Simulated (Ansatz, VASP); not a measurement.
# Ga2N in VASP and in Ansatz

```
Ga N
1.0
     0.00000    2.87925    2.87925
     2.87925    0.00000    2.87925
     2.87925    2.87925    0.00000
Ga N
2 1
Direct
  0.50000 0.50000 0.50000
  0.75000 0.75000 0.75000
  0.00000 0.00000 0.00000
```

Alike in both runs: functional PBE; k mesh 6 × 6 × 6; occupations gaussian, width 0.1 eV; no spin polarisation.

Ansatz relaxed the structure, and its values are those at the end. VASP's run is a single point on that final structure, the one shown.

```csv
,VASP,Ansatz
version,VASP 6.6.1,Ansatz 0.2.0
potentials or method,"VASP PAW PBE potentials, release 64 (Ga_d, N)","scalar-relativistic, plane waves, PAW"
plane-wave cutoff (eV),520,420
valence electrons in the cell,31,31
```

```csv
,VASP,Ansatz,Ansatz less VASP
gap on the k mesh at the Fermi level (eV),none,none,-
pressure (GPa),0.0,-0.1,-0.16
```

A gap of «none» marks a metal or a gap that the smearing closes.
